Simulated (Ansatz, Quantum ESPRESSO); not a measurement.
# Complex bands of CaS, rock salt type, lattice constant set to 5.653 Å, part 3 of 4

Wanted: the complex band structure of CaS, rock salt type, lattice constant set to 5.653 Å, as for a tunnel barrier.

Quantum ESPRESSO 7.5; plane-wave DFT, PBEsol, GBRV ultrasoft pseudopotentials; cross-check by Ansatz 0.2.0 with PAW datasets.

So far. Step 2 (SCF with pw.x): The run needed 9 iterations to bring the estimated error under 1e-09 Ry.

## Step 4: Complex band structure, with epsproj = 0.01

Level of this step: complex band structure by pwcond; plane-wave DFT, PBEsol, GBRV ultrasoft pseudopotentials (Quantum ESPRESSO).

How much does a setting matter? One run is repeated with a change.

File cbs.w.in:

```
&inputcond
  outdir = './out'
  prefixl = 'scf'
  band_file = 'cbs.w'
  ikind = 0
  ewind = 4.0
  epsproj = 0.01
  nz1 = 7
  energy0 = 6.9
  denergy = -0.23
/
4
  0.00000000 0.00000000 1.00000000
  0.50000000 0.00000000 1.00000000
  0.50000000 0.50000000 1.00000000
  0.25000000 0.00000000 1.00000000
40
```

Run with:

```sh
$ OMP_NUM_THREADS=1 mpirun -n 2 pwcond.x -in cbs.w.in > cbs.w.out
```

Numbers of over 12 decimals in the logs are rounded to 6 here.

The log of the run:

```text
[banner, memory and clock lines left out]
Program PWCOND v.7.5 starts
[citation notice left out]

[...]
./out/scf.save/

     IMPORTANT: XC functional enforced from input :
     Exchange-correlation= PBESOL
                           (   1   4  10   8   0   0   0)
     Any further DFT definition will be discarded
     Please, verify this is what you really want

     Check: negative core charge=   -0.000001
     Reading collected, re-writing distributed wavefunctions

===== INPUT FILE containing the left lead =====

     GEOMETRY:

     lattice parameter (alat)  =       7.5538  a.u.
     the volume                =     609.5419 (a.u.)^3
     the cross section         =      57.0592 (a.u.)^2
     l of the unit cell        =       1.4142 (alat)
     number of atoms/cell      =            4
     number of atomic types    =            2

     crystal axes: (cart. coord. in units of alat)
               a(1) = (  1.0000  0.0000  0.0000 )
               a(2) = (  0.0000  1.0000  0.0000 )
               a(3) = (  0.0000  0.0000  1.4142 )

   Cartesian axes

     site n.     atom                  positions (alat units)
          1        Ca     tau(  1)=(  0.0000  0.0000  1.4142  )
          2        S      tau(  2)=(  0.5000  0.5000  1.4142  )
          3        Ca     tau(  3)=(  0.5000  0.5000  0.7071  )
          4        S      tau(  4)=(  0.0000  0.0000  0.7071  )

     nr1s                      =           32
     nr2s                      =           32
     nr3s                      =           45
     nr1sx                     =           32
     nr2sx                     =           32
     nr3sx                     =           45
     nr1                       =           36
     nr2                       =           36
     nr3                       =           50
     nr1x                      =           36
     nr2x                      =           36
     nr3x                      =           50

 _______________________________
  Radii of nonlocal spheres:

     type       ibeta     ang. mom.          radius (alat units)
       Ca         1         0                    0.2664
       Ca         2         0                    0.2664
       Ca         3         1                    0.2664
       Ca         4         1                    0.2664
       Ca         5         2                    0.2664
       Ca         6         2                    0.2664
       S          1         0                    0.1996
       S          2         0                    0.1996
       S          3         1                    0.1996
       S          4         1                    0.1996
       S          5         2                    0.1996
       S          6         2                    0.1996
----- General information -----

----- Complex band structure calculation -----

     nrx                       =           32
     nry                       =           32
     nz1                       =            7

     energy0               =         6.9E+00
     denergy               =        -2.3E-01
     nenergy               =         40
     ecut2d                =         4.0E+01
     ewind                 =         4.0E+00
     epsproj               =         1.0E-02

     number of k_|| points=    4
                       cryst. coord.
        k(    1) = (   0.0000000   0.0000000), wk =   0.2500000
        k(    2) = (   0.5000000   0.0000000), wk =   0.2500000
        k(    3) = (   0.5000000   0.5000000), wk =   0.2500000
        k(    4) = (   0.2500000   0.0000000), wk =   0.2500000
----- Information about left lead -----

     nocros                   =           36
     noins                    =           36
     norb                     =          108
     norbf                    =          108
     nrz                      =           45

      iorb      type   ibeta   ang. mom.   m       position (alat)
        1        1       1        0        1   taunew(   1)=(  0.0000  0.0000  0.0000)
        2        1       2        0        1   taunew(   2)=(  0.0000  0.0000  0.0000)
[...]
108        2       6        2        5   taunew( 108)=(  0.5000  0.5000  1.4142)
 ngper, shell number =          177          27
 ngper, n2d =          177          40
---  E-Ef =    6.9000000  k =    0.0000000   0.0000000
---  ie =          1  ik =          1
 Nchannels of the left tip =            3
 Right moving states:
   k1(2pi/a)   k2(2pi/a)   E-Ef (eV)
  -0.0616094   0.0000000   6.9000000
  -0.0616094   0.0000000   6.9000000
   0.3388621   0.0000000   6.9000000
 Left moving states:
   k1(2pi/a)   k2(2pi/a)   E-Ef (eV)
   0.0616094   0.0000000   6.9000000
   0.0616094   0.0000000   6.9000000
  -0.3388621   0.0000000   6.9000000

---  E-Ef =    6.6700000  k =    0.0000000   0.0000000
---  ie =          2  ik =          1
 Nchannels of the left tip =            3
 Right moving states:
   k1(2pi/a)   k2(2pi/a)   E-Ef (eV)
  -0.3038786   0.0000000   6.6700000
  -0.3038786   0.0000000   6.6700000
   0.3163895   0.0000000   6.6700000
 Left moving states:
   k1(2pi/a)   k2(2pi/a)   E-Ef (eV)
   0.3038786  -0.0000000   6.6700000
   0.3038786  -0.0000000   6.6700000
  -0.3163895   0.0000000   6.6700000
[... further energies and points left out ...]
---  E-Ef =   -1.8400000  k =    0.2500000   0.0000000
---  ie =         39  ik =          4
 Nchannels of the left tip =            2
 Right moving states:
   k1(2pi/a)   k2(2pi/a)   E-Ef (eV)
   0.0789343   0.0000000  -1.8400000
  -0.2306372  -0.0000000  -1.8400000
 Left moving states:
   k1(2pi/a)   k2(2pi/a)   E-Ef (eV)
  -0.0789343   0.0000000  -1.8400000
   0.2306372  -0.0000000  -1.8400000

---  E-Ef =   -2.0700000  k =    0.2500000   0.0000000
---  ie =         40  ik =          4
 Nchannels of the left tip =            1
 Right moving states:
   k1(2pi/a)   k2(2pi/a)   E-Ef (eV)
  -0.3046548  -0.0000000  -2.0700000
 Left moving states:
   k1(2pi/a)   k2(2pi/a)   E-Ef (eV)
   0.3046548  -0.0000000  -2.0700000

[...]
```

It took 51 s on 2 MPI ranks of Arm Neoverse V1, shared host; peak memory 0.11 GiB.

The changed values were drawn from a wide range, not chosen for quality; the comparison shows what they did here together.

Beside the run it was changed from:

| quantity | this run | unchanged run | difference |
| --- | --- | --- | --- |
| peak of the smallest κ at the zone centre (Å⁻¹) | 0.223 | 0.222 | 0.0010 |
| peak of the smallest κ at (1/2, 0) (Å⁻¹) | 0.556 | 0.556 | 0 |
| peak of the smallest κ at (1/2, 1/2) (Å⁻¹) | 0.273 | 0.273 | 0 |
| wall time (s) | 51 | 123 |  |

The physical values in this table move by up to 0.45 %.

## Step 5: The same in Ansatz

A second code with its own PAW datasets, on the same atoms.

Level of this step: plane-wave DFT, PBEsol, Ansatz PAW (Ansatz 0.2.0).

File input.yaml:

```yaml
crystal:
  lattice:
    - [3.997274634, 0.0, 0.0]
    - [0.0, 3.997274634, 0.0]
    - [0.0, 0.0, 5.653]
  atoms:
    - { symbol: Ca, position: [0.0, 0.0, 0.0] }
    - { symbol: S, position: [0.5, 0.5, 0.0] }
    - { symbol: Ca, position: [0.5, 0.5, 0.5] }
    - { symbol: S, position: [0.0, 0.0, 0.5] }
kpoints:
  mp_grid: { grid: [6, 6, 6] }
hamiltonian:
  xc: pbesol
scf:
  occupations: { method: fixed }
  convergence: { dr2_threshold: 1.0e-09 }
output:
  transmission:
    leads: [[0, 0]]
    kpoints: [[0, 0], [0.5, 0], [0.5, 0.5], [0.25, 0]]
    e_range: [-2.07, 6.9]
    de: 0.23
```

Run with:

```sh
$ ansatz run input.yaml --threads 2 --pin off --max-ram 4096MiB --backend cpu --events-out ev --progress --plain --runs-dir out
```

The log of the run:

```text
Engine: ansatz 0.2.0, aarch64-unknown-linux-gnu
Pseudopotentials: kind: paw
Pseudopotential: Ca, paw, valence charge 10, recommended cutoff 420 eV (normal), Ca.paw.azcp
Pseudopotential: S, paw, valence charge 6, recommended cutoff 420 eV (normal), S.paw.azcp
Functional definition: PBEsol
  exchange = pbesol_x
  correlation = pbesol_c
Crystal: 4 atoms, lattice volume = 90.325 Å³
Basis set: ecut = 420 eV, 1787 PW (Γ)
Bands: 20, of which v1, the nominal top of the filled ones, is band 16 counted from 1 (15 counted from 0)
Symmetry: 32 space group operations
Space group: Fm-3m (ITA 225), of the structure as read, at distance tolerance 4.5e-5 Å
k-points: 40 of 216
Non-local potential: Ca, projectors of the file, l = 0: 3, l = 1: 2, l = 2: 2
Non-local potential: S, projectors of the file, l = 0: 2, l = 1: 2, l = 2: 2
PAW form: soft (Blöchl's): semilocal exchange-correlation on the pseudo side does not see the compensation charge
PAW frozen core: Ca, regenerated for the run's functional, and the local potential with it (the file was generated under x = pbe(κ = 0.804, μ = 0.219515), c = pbe(β = 0.066725))
PAW frozen core: S, regenerated for the run's functional, and the local potential with it (the file was generated under x = pbe(κ = 0.804, μ = 0.219515), c = pbe(β = 0.066725))
PAW one-centre angular grid: Ca, 110 points (default); XC on 64 Gauss nodes
PAW one-centre angular grid: S, 110 points (default); XC on 64 Gauss nodes
Initial density: superposition of atomic densities (neutral atoms: chi_scale 0, normalization atom), corrected by the library's trained network
Initial wavefunctions: pseudopotential atomic-orbital guess
Functional: x = pbesol(κ = 0.804, μ = 0.123457), c = pbesol(β = 0.046)
SCF iter   1: F=—  HF=-5366.113291 eV  |F-HF|=—  |Δ(HF+E_count)|=         —  Δρ=4.19e-3  dr2=2.56e-2  ethr=1.77e-3  ⟨swp⟩=4.4  Hψ=3482  notcnv=0  defer=60
preconditioner: auto → Resta (q_TF=auto, 2.295 Å⁻¹)  ε∞=2.8  [insulator: Δε(μ)=2.099 eV  Ē_g=15.484 eV  n_scr=20 (ndim 8)  ℏωp=20.7 eV  f_vac=0.000  ε∞_Penn≈2.8]
SCF iter   2: F=—  HF=-5366.106076 eV  |F-HF|=—  |Δ(HF+E_count)|=   7.21e-3  Δρ=1.68e-3  dr2=3.41e-3  ethr=8.01e-5  ⟨swp⟩=2.0  Hψ=1432  notcnv=0  defer=76
SCF iter   3: F=—  HF=-5366.105400 eV  |F-HF|=—  |Δ(HF+E_count)|=   6.76e-4  Δρ=4.39e-4  dr2=1.19e-4  ethr=1.07e-5  ⟨swp⟩=2.0  Hψ=1191  notcnv=0  defer=76
SCF iter   4: F=—  HF=-5366.105444 eV  |F-HF|=—  |Δ(HF+E_count)|=   4.46e-5  Δρ=7.88e-5  dr2=8.98e-6  ethr=3.72e-7  ⟨swp⟩=3.0  Hψ=1558  notcnv=0  defer=60
SCF iter   5: F=—  HF=-5366.105444 eV  |F-HF|=—  |Δ(HF+E_count)|=   5.55e-8  Δρ=4.44e-5  dr2=2.62e-6  ethr=2.81e-8  ⟨swp⟩=2.2  Hψ=1394  notcnv=0  defer=35
SCF iter   6: F=—  HF=-5366.105442 eV  |F-HF|=—  |Δ(HF+E_count)|=   2.28e-6  Δρ=1.11e-5  dr2=1.61e-7  ethr=8.18e-9  ⟨swp⟩=2.7  Hψ=1286  notcnv=0  defer=24
SCF iter   7: F=—  HF=-5366.105442 eV  |F-HF|=—  |Δ(HF+E_count)|=   3.51e-8  Δρ=1.44e-6  dr2=3.08e-9  ethr=5.02e-10  ⟨swp⟩=2.7  Hψ=1347  notcnv=0  defer=25
SCF iter   8: F=-5366.105442 eV  HF=-5366.105442 eV  |F-HF|=4.27e-11  |Δ(HF+E_count)|=  4.68e-10  Δρ=1.77e-7  dr2=5.01e-11  ethr=3.13e-12  ⟨swp⟩=7.3  Hψ=3614  notcnv=0
SCF 1 converged in 8 iterations: F = -5366.105442 eV  dr2 = 5.01e-11
  greatest PAW one-centre occupation: 0.995 electrons in one spin orbital (limit 2), on the Ca atom at site 2 (counted from 0), in its partial waves of l = 0
transmission: 9 of 36 steps passed
transmission: 18 of 36 steps passed
transmission: 27 of 36 steps passed
transmission: 36 of 36 steps passed
SCF converged after 8 iterations
Free energy (F): -5366.105442 eV
Harris-Foulkes:  -5366.105442 eV  (|F-HF|=4.27e-11)
Internal energy: -5366.105442 eV  (E = F + TS)
E sigma→0 (E₀):  -5366.105442 eV
Fermi energy:    6.118953 eV
--- Per-component energies (eV) ---
  E_band       = -262.134754
  E_kinetic    = 772.466053
  E_local      = -1627.536774  (includes V_loc(G=0)·N_el)
  E_nonlocal   = 185.790175
  E_hartree    = 532.945656
  E_xc         = -466.704726
  E_vxc        = -519.110991  (∫ρ·V_xc dr)
  E_paw        = -2842.007724  (= ΣΔE_a)
  E_vpaw       = -139.634638  (= ΣTr[D̂ρ^β])
  E_aug_tail   = -0.000008  (compensation charges beyond the density's cutoff)
  E_ewald      = -1921.419581
  E_core_change = 0.361487  (= ΣΔE_core)
  E_smearing   = -0.000000  (= −TS)
  E_closure    = -0.000000  (closes the sum)
  Σ components = -5366.105442   (vs F -5366.105442, Δ=0.00e0)
--- Band table (eV; the first three rows and the last of 40) ---
  k-point 0: bands = [... 12 lower, 5.2823, 6.1189, 6.1189, 6.1190, 8.3041, 10.1989, 10.1989, 10.1989]
  k-point 1: bands = [... 12 lower, 5.3099, 5.6192, 6.0145, 6.0145, 8.3970, 10.0151, 10.4762, 10.4762]
  k-point 2: bands = [... 12 lower, 5.3991, 5.3991, 5.7860, 5.7860, 8.6672, 9.5776, 10.8593, 11.0426]
  k-point 39: bands = [... 12 lower, 4.2561, 4.2561, 4.4977, 4.4977, 10.8892, 10.8892, 10.8892, 10.8892]
--- Transmission ---
  basis      : 137 plane waves across, 9 finite elements along
  points     : 4, as listed
  energies   : 40 from -2.070000 to 6.900000 eV about the Fermi level, 0.230000 eV apart; the leads are filled to 1.092530 eV, and channels, transmission and decay are at 1.150000 eV
  crystal 0  : Ca2S2, at the sites [0, 0], period 5.6530 Å: whole cells are its period
    offset         : up to 0.0000 Å between an atom of the period and one for which it stands
    channels       : 0.000000e0 a spin
    conductance    : none, the energies end too early or step too widely for 300 K: set another output.transmission.e_range or a lower de, or, where they end at an eighth of basis.ecutwfc, a higher one
    slowest decay  : 0.2046 /Å at (0.0000, 0.0000)
```

The job ended after 38 s (2 threads; peak memory 0.4 GiB).

This step gave:

```
free energy                                      : -5366.1054 eV
gap by band count                                : 2.185 eV
symmetry operations                              : 32
slowest decay at the grid energy nearest mid-gap : 0.2046 Å⁻¹
peak of the smallest κ at the zone centre        : 0.2222 Å⁻¹
peak of the smallest κ at (1/2, 0)               : 0.5563 Å⁻¹
peak of the smallest κ at (1/2, 1/2)             : 0.2725 Å⁻¹
peak of the smallest κ at (1/4, 0)               : 0.3888 Å⁻¹
valence top, on the run's zero                   : 6.119 eV
```

K across = (0, 0) in the cell's reciprocal vectors; values within 0.0025 1/Å of each other count once, columns are sorted by size at each energy, a dash where no further value was kept. Table of Im kz of the slowest decaying states by energy, zero at the highest filled level of the SCF mesh:

| energy (eV) | decay 1 (Å⁻¹) | decay 2 (Å⁻¹) | decay 3 (Å⁻¹) |
| --- | --- | --- | --- |
| -2.07 | 0.321 | 0.901 | 1.15 |
| -1.84 | 0.376 | 0.857 | 1.13 |
| -1.61 | 0.410 | 0.806 | 1.10 |
| -1.38 | 0.434 | 0.746 | 1.06 |
| -1.15 | 0.452 | 0.669 | 1.03 |
| -0.92 | 0.344 | 0.466 | 0.741 |
| -0.69 | 0.476 | 0.827 | 0.963 |
| -0.46 | 0.484 | 0.868 | 0.927 |
| -0.23 | 0.490 | 0.889 | 0.892 |
| 0.00 | 9.5e-4 | 0.494 | 0.848 |
| 0.46 | 0.148 | 0.313 | 0.497 |
| 0.69 | 0.174 | 0.355 | 0.497 |
| 0.92 | 0.192 | 0.380 | 0.496 |
| 1.15 | 0.205 | 0.396 | 0.494 |
| 1.38 | 0.214 | 0.404 | 0.491 |
| 1.61 | 0.219 | 0.406 | 0.450 |
| 1.84 | 0.222 | 0.351 | 0.403 |
| 2.07 | 0.204 | 0.223 | 0.396 |
| 2.30 | 0.221 | 0.384 | 0.469 |
| 2.53 | 0.216 | 0.369 | 0.461 |
| 2.76 | 0.209 | 0.349 | 0.452 |
| 2.99 | 0.199 | 0.325 | 0.443 |
| 3.22 | 0.186 | 0.295 | 0.432 |
| 3.45 | 0.169 | 0.258 | 0.420 |
| 3.68 | 0.145 | 0.210 | 0.407 |
| 3.91 | 0.108 | 0.140 | 0.393 |
| 4.14 | 0.101 | 0.324 | 0.377 |
| 4.37 | 0.208 | 0.214 | 0.360 |
| 4.83 | 0.320 | 0.736 | - |
| 5.06 | 0.295 | 0.352 | 0.713 |
| 5.29 | 0.267 | 0.377 | 0.687 |
| 5.52 | 0.232 | 0.397 | 0.659 |
| 5.75 | 0.184 | 0.250 | 0.413 |
| 5.98 | 0.0524 | 0.390 | 0.425 |
| 6.21 | 0.134 | 0.434 | 0.477 |
| 6.44 | 0.160 | 0.440 | 0.497 |
| 6.67 | 0.158 | 0.423 | 0.444 |
| 6.90 | 0.202 | 0.219 | 0.446 |

(Part 3 of 4 ends here.)

[Logs are printed without paths, hosts, clocks, repeated set-up lines and the standing remarks that a program may print on its own settings, such as how far it seeks lower states.]

[Hosts, paths, dates, database ids (printed as entryN), source tags and the programs' standing remarks are cut or masked in the printed files.]

[Maps of the electrostatic potential energy from Ansatz leave out the sawtooth potential of an applied field or a dipole correction, so their vacuum need not be flat; planar profiles and work functions include it.]
